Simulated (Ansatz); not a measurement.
ZrS:

```
CELL_PARAMETERS angstrom
0.00000 2.62500 2.62500
2.62500 0.00000 2.62500
2.62500 2.62500 0.00000
ATOMIC_POSITIONS crystal
Zr 0.00000 0.00000 0.00000
S 0.50000 0.50000 0.50000
```

- Program: Ansatz 0.2.0
- Task: relaxation of cell and atoms
- Functional: PBE
- Dispersion: D4
- Potentials or basis: all-electron LAPW, scalar-relativistic
- Basis error allowed: 0.001 eV/atom
- k mesh: 9 × 9 × 9
- Occupations: fermi-dirac, width 0.05 eV
- Spin: no spin polarisation

At the start: volume 18.09 Å³/atom.

**Question.** Where does the relaxation end?

**Answer.** Over 5 steps the energy falls by 9.4 meV/atom and the volume is 17.46 Å³/atom (-3.5 %); space group Fm-3m (No. 225, to 0.05 Å).

Step by step:
```tsv
step	energy change (eV)	largest force (eV/Å)	volume (Å³)
1	0.0000	0.0000	36.18
2	-0.0114	0.0000	34.16
3	-0.0188	0.0000	34.96
4	-0.0188	0.0000	34.92
5	-0.0189	0.0000	34.92
```

Final structure:
```
Zr S
1.0
     0.00000    2.59418    2.59418
     2.59418    0.00000    2.59418
     2.59418    2.59418    0.00000
Zr S
1 1
Cartesian
  0.0000 0.0000 0.0000
  2.5942 2.5942 2.5942
```
